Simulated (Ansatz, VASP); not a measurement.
## Two plane-wave programs on TaN

```
Ta N
1.0
     0.00000    2.21132    2.21132
     2.21132    0.00000    2.21132
     2.21132    2.21132    0.00000
Ta N
1 1
Direct
  0.50000 0.50000 0.50000
  0.00000 0.00000 0.00000
```

The cell comes from a database or a generator and needn't be the stable form of this composition.

Alike in both runs: functional r2SCAN; k mesh 10 × 10 × 10; occupations fermi-dirac, width 0.05 eV; no spin polarisation; Hubbard terms Ta d U = 5.0 eV.

|  | VASP | Ansatz |
| --- | --- | --- |
| version | VASP 6.6.1 | Ansatz 0.2.0 |
| potentials or method | VASP PAW PBE potentials, release 64 (Ta_pv, N) | Ansatz PAW |
| plane-wave cutoff (eV) | 520 | 500 |
| valence electrons in the cell | 16 | 18 |
| task | single point | projected density of states |

```csv
,VASP,Ansatz,Ansatz less VASP
gap on the k mesh at the Fermi level (eV),none,none,-
pressure (GPa),10.6,-1.3,-11.85
```

The programs project onto different local orbitals, so the same U acts differently. A gap of «none» marks a metal or a gap that the smearing closes. The two sets of potentials don't hold the same shells in valence.

Caveats: U without spin polarisation on a metal has little footing; the PAW data sets were made with another functional, which shifts forces and pressure a little (VASP); the PAW data sets come from PBE, with cores solved anew for the run's functional, which leaves a small shift of forces and pressure (Ansatz); the density of states is complete only up to the lowest level of the last band computed (Ansatz). Spin-orbit coupling is left out, which matters for the levels of Ta.
